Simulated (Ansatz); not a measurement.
Ga on an In site in InP: how large a cell?

Plane-wave DFT in Ansatz, PBE, scalar-relativistic PAW potentials, cutoff 420 eV, no spin-orbit coupling; collinear spin where a cell may carry moments. Host: InP in space group F-43m. Neutral defect, atoms relaxed at the host's cell, energies from the elements' reference phases (gases as molecules).

```tsv
host atoms	k mesh	shortest repeat (Å)	moment (μB)	E_f (eV)
8	3×3×3	6.0	0.0	-0.11
16	3×3×3	8.4	0.0	-0.11
32	4×4×4 shifted	10.3	0.0	?
```

Q: Extrapolate in 1/N and predict the largest cell.

A: Strain fields of a neutral defect interact as 1/volume, so try E = E∞ + c/N. The smaller cells give E∞ = -0.11 eV and c = 0.00 eV, hence -0.11 eV at N = 32; the run gave -0.21 eV. The miss is 0.10 eV, too much for the law to hold: in the smaller cells the atoms around the defect lie close to its images too and can't relax freely (largest move 0.11, 0.11, 0.14 Å), which 1/N doesn't describe. The last step changes E_f by 0.10 eV; what is still open can be larger.

Cost: about 70 core-minutes for the runs cited, on Intel Xeon 6975P-C (Granite Rapids), Arm Neoverse N1, Arm Neoverse V1 (shared hosts).